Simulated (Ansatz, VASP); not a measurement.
## KMgF3: VASP beside Ansatz

File INCAR:

```
PREC     = Accurate       # precision mode
ENCUT    = 600            # plane-wave cutoff, eV
EDIFF    = 1E-6           # SCF threshold, eV
ISMEAR   = 0              # smearing method
SIGMA    = 0.02           # smearing width, eV
LREAL    = F              # projectors in reciprocal space
LASPH    = T              # aspherical terms in the spheres
NELM     = 100            # most SCF steps
ALGO     = Normal         # electronic algorithm
ISIF     = 3              # what is computed and relaxed
LWAVE    = F              # write WAVECAR
LCHARG   = F              # write CHGCAR
GGA      = PE             # functional
IBRION   = 2              # ionic algorithm
NSW      = 70             # ionic steps
EDIFFG   = -0.02          # ionic threshold
```

KPOINTS

```
Automatic mesh
0
Gamma
  6 6 6
```

The input POSCAR:

```
KMgF3
1.0
    4.0525130822      0.0000000000      0.0000000000
    0.0000000000      4.0525130822      0.0000000000
    0.0000000000      0.0000000000      4.0525130822
K Mg F
1 1 3
Direct
    0.5000000000      0.5000000000      0.5000000000
    0.0000000000      0.0000000000      0.0000000000
    0.0000000000      0.5000000000      0.0000000000
    0.0000000000      0.0000000000      0.5000000000
    0.5000000000      0.0000000000      0.0000000000
```

Input for Ansatz:

```yaml
crystal:
  lattice:
    - [4.0525130822, 0.0, 0.0]
    - [0.0, 4.0525130822, 0.0]
    - [0.0, 0.0, 4.0525130822]
  atoms:
    - { symbol: K, position: [0.5, 0.5, 0.5] }
    - { symbol: Mg, position: [0.0, 0.0, 0.0] }
    - { symbol: F, position: [0.0, 0.5, 0.0] }
    - { symbol: F, position: [0.0, 0.0, 0.5] }
    - { symbol: F, position: [0.5, 0.0, 0.0] }
basis:
  ecutwfc: 420
kpoints:
  mp_grid: { grid: [6, 6, 6] }
hamiltonian:
  xc: pbe
scf:
  occupations: { method: gaussian, width: 0.02 }
output:
  forces: true
  stress: true
  eigenvalues: true
relax:
  adjacent_minimum: "off"
  f_tol: 0.02
  max_steps: 50
  cell: { stress_tol: 0.1 }
```

The cell is a database's computed one.

Alike in both runs: task relaxation of cell and atoms; functional PBE; k mesh 6 × 6 × 6; occupations gaussian, width 0.02 eV; no spin polarisation.

```csv
,VASP,Ansatz
version,VASP 6.6.1,Ansatz 0.2.0
potentials or method,"VASP PAW PBE potentials, release 64 (K_sv, Mg, F)","scalar-relativistic, plane waves, PAW"
plane-wave cutoff (eV),600,420
valence electrons in the cell,32,40
```

Ansatz gave:

| Property | Result |
| --- | --- |
| gap on the k mesh at the Fermi level, each at its own relaxed structure (eV) | 6.97 |
| relaxed volume (Å³/atom) | 13.31 |
| relaxed cell length with the largest relative difference (Å) | 4.053 |

Estimate VASP's values.

gap on the k mesh at the Fermi level, each at its own relaxed structure (eV): 6.98; relaxed volume (Å³/atom): 13.24; relaxed cell length with the largest relative difference (Å): 4.045.

The two sets of potentials don't hold the same shells in valence.

A k mesh can miss the band edges. Expect the measured gap to be larger: semilocal functionals such as PBE lack the derivative discontinuity.
